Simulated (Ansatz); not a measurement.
Here is an Ansatz 0.2.0 calculation.

File input.yaml:

```yaml
crystal:
  lattice:
    - [3.095, 0.0, 0.0]
    - [-1.5475, 2.6803486247, 0.0]
    - [0.0, 0.0, 15.17]
  atoms:
    - { symbol: Si, position: [0.6666666667, 0.3333333333, 0.4583] }
    - { symbol: Si, position: [0.3333333333, 0.6666666667, 0.9583] }
    - { symbol: Si, position: [0.6666666667, 0.3333333333, 0.7917] }
    - { symbol: Si, position: [0.3333333333, 0.6666666667, 0.2917] }
    - { symbol: Si, position: [0.0, 0.0, 0.625] }
    - { symbol: Si, position: [0.0, 0.0, 0.125] }
    - { symbol: C, position: [0.6666666667, 0.3333333333, 0.3333] }
    - { symbol: C, position: [0.3333333333, 0.6666666667, 0.8333] }
    - { symbol: C, position: [0.6666666667, 0.3333333333, 0.6667] }
    - { symbol: C, position: [0.3333333333, 0.6666666667, 0.1667] }
    - { symbol: C, position: [0.0, 0.0, 0.5] }
    - { symbol: C, position: [0.0, 0.0, 0.0] }
hamiltonian:
  xc: blyp
  pseudopotentials: { kind: paw }
  dispersion: d4
kpoints:
  mp_grid: { grid: [10, 10, 2] }
scf:
  occupations: { method: fermi_dirac, width: 0.05 }
output:
  forces: true
  stress: true
relax:
  f_tol: 0.01
  max_steps: 40
  cell: { stress_tol: 0.05 }
```

Potentials or basis: Ansatz PAW.

Launch:

```bash
$ ansatz run input.yaml --threads 2 --pin off --max-ram 5120MiB --backend cpu --events-out ev --progress --plain --runs-dir out
```

Estimate the band gap on the k mesh.

2.33 eV.

Estimate the space group after relaxing (to 0.05 Å).

P6_3mc (No. 186).

Step by step:
```csv
step,energy change (eV),largest force (eV/Å),volume (Å³)
1,0.0000,0.1418,125.85
2,-0.0236,0.0788,124.67
3,-0.0320,0.0140,123.56
4,-0.0321,0.0015,123.63
5,-0.0274,0.0015,123.63
6,-0.0275,0.0000,123.60
7,-0.0274,0.0000,123.60
```

Caveat: the plane-wave basis is chosen anew once the cell has moved, so the energies of steps on either side of that aren't comparable; the PAW data sets come from PBE, with cores solved anew for the run's functional, which leaves a small shift of forces and pressure. As with any semilocal functional, this BLYP gap is likely too small.
